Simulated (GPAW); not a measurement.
Runs of GPAW 26.7.0 on NiO. Symmetry: Fm-3m, No. 225, cubic system. The conventional cell has a = 4.172 Å, b = 4.172 Å, c = 4.172 Å, α = 90.00°, β = 90.00°, γ = 90.00°. Ni (site symmetry m-3m) has 6 O at 2.09 Å as nearest neighbours. Around O (site symmetry m-3m) lie 6 Ni at 2.09 Å. 

| task | level | potentials or basis | U | cell | k mesh | cutoff (eV) | smearing | convergence | supercell | supercell k mesh | displacement | relaxed first | mesh quality | gap on the mesh (eV) | pressure (GPa) | moment (μB) |
| --- | --- | --- | --- | --- | --- | --- | --- | --- | --- | --- | --- | --- | --- | --- | --- | --- |
| phonons | r2SCAN | GPAW PAW data sets (gpaw-data 1.2.1), newer versions, pw | - | atoms relaxed | 8 × 8 × 8 | 680 | fermi-dirac 0.05 eV | tight_forces | 1 × 1 × 1 | 8 × 8 × 8 | 0.01 | ions | not flagged | 0.75 | 2.5 | 2.00 |
| G0W0 quasiparticle levels | LDA+U | the program's PAW data sets (release 1.2.1) made for this functional, pw | Ni d U = 6.2 eV | as given | 6 × 6 × 6 | 550 | fermi-dirac 0.001 eV | - | - | - | - | - | coarse | - | - | 2.00 |
| G0W0 quasiparticle levels | LDA+U | the program's PAW data sets (release 1.2.1) made for this functional, pw | Ni d U = 6.2 eV | as given | 5 × 5 × 5 | 550 | fermi-dirac 0.001 eV | - | - | - | - | - | coarse | - | - | 2.00 |
| single point | LDA | the program's PAW data sets (release 1.2.1) made for this functional, pw | - | as given | 9 × 9 × 9 | 650 | fermi-dirac 0.01 eV | - | - | - | - | - | not flagged | none | -17.9 | (a) |
| single point | PBE | GPAW PAW data sets (gpaw-data 1.2.1), pw | - | atoms moved at random, drawn with an rms of 0.05 Å | 11 × 11 × 11 | 800 | fermi-dirac 0.05 eV | - | - | - | - | - | not flagged | none | 10.2 | 1.74 |
| single point | PBE+U | GPAW PAW data sets (gpaw-data 1.2.1), pw | Ni d U = 7 eV | volume scaled by 1.08 | 9 × 9 × 9 | 650 | fermi-dirac 0.01 eV | - | - | - | - | - | not flagged | (b) | -2.9 | 2.00 |

Alike in all rows: spin collinear, ferromagnetic start.

Problem. Estimate the missing entries.

Solution. (a) 0.73; (b) 2.10.

Caveats: some runs use coarse meshes; a cell with one magnetic atom can't hold antiferromagnetic order, which such compounds often take; the cutoff is short for stress and forces, so pressures can be off by a GPa or more (some runs); the stock nickel data set gives pressures a few GPa off other programs (some runs); the extrapolation in the response cutoff is poor (some runs); the quasiparticle gap is taken among the few k points that were corrected (some runs); the long-wavelength limit can be off by several per cent where d states take part (some runs); response on these states lacks terms of the Hamiltonian (some runs).

A k mesh can miss the band edges.

A gap of «none» marks a metal or a gap under the smearing width.

The runs don't all hold the same shells in valence.
